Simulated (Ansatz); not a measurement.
Geometry optimisation, DFT PBE-D3(BJ), scalar-relativistic, plane waves, PAW (Ansatz 0.2.0).

The input (input.yaml):

```yaml
crystal:
  lattice:
    - [5.742662, 0.0, 0.0]
    - [0.0, 5.702188, 0.0]
    - [0.0, 0.0, 16.306996]
  atoms:
    - { symbol: Al, position: [0.75, 0.75, 0.1493632] }
    - { symbol: Al, position: [0.25, 0.75, 0.1493632] }
    - { symbol: Cu, position: [0.0, 0.5, 0.0613234] }
    - { symbol: Al, position: [0.25, 0.25, 0.1493632] }
    - { symbol: Al, position: [0.75, 0.25, 0.1493632] }
    - { symbol: Cu, position: [0.5, 0.0, 0.0613234] }
    - { symbol: Al, position: [0.25, 0.75, 0.3254429] }
    - { symbol: Al, position: [0.75, 0.75, 0.3254429] }
    - { symbol: Cu, position: [0.5, 0.5, 0.2374031] }
    - { symbol: Al, position: [0.75, 0.25, 0.3254429] }
    - { symbol: Al, position: [0.25, 0.25, 0.3254429] }
    - { symbol: Cu, position: [0.0, 0.0, 0.2374031] }
basis:
  ecutwfc: 420.0
kpoints:
  mp_grid: { grid: [2, 2, 1] }
hamiltonian:
  xc: pbe
  dispersion: d3bj
  pseudopotentials: { kind: paw, azcp: { folder: soft_1 } }
scf:
  occupations: { method: fermi_dirac, width: 0.1 }
  lower_state_search: "off"
relax:
  f_tol: 0.08
  max_steps: 25
  adjacent_minimum: "off"
  constraints: [{ sites: [2, 5] }]
output:
  write_density: true
  write_potential: true
  elf: true
  volumetric_format: npy
```

Launched with:

```bash
$ ansatz run input.yaml --threads 1 --pin off --max-ram 3072MiB --backend cpu --events-out ev --progress --plain --runs-dir out
```

**Question.** Where does it end, and by what steps?

**Answer.** The forces met the threshold. Limits of this set-up: coarse k mesh, thin slab, slab without dipole correction. After 2 steps the energy has fallen by 0.259 eV; Al7 moved furthest, 0.13 Å.

| step | energy less start (eV) | largest force component (eV/Å) | accepted |
| --- | --- | --- | --- |
| 0 | 0.0000 | 0.763 | yes |
| 1 | -0.2243 | 0.288 | yes |
| 2 | -0.2593 | 0.028 | yes |

```xyz
12
Lattice="5.7427 0.0000 0.0000 0.0000 5.7022 0.0000 0.0000 0.0000 16.3070" Properties=species:S:1:pos:R:3
Al 4.307 4.277 2.339
Al 1.436 4.277 2.339
Cu 0.000 2.851 1.000
Al 1.436 1.426 2.339
Al 4.307 1.426 2.339
Cu 2.871 0.000 1.000
Al 1.436 4.277 5.433
Al 4.307 4.277 5.433
Cu 2.871 2.851 3.888
Al 4.307 1.426 5.433
Al 1.436 1.426 5.433
Cu 0.000 0.000 3.888
```

The run took 9.2 s on 1 thread of AMD EPYC 9B45 (Zen 5), with other jobs on the host, peak memory 0.71 GiB.
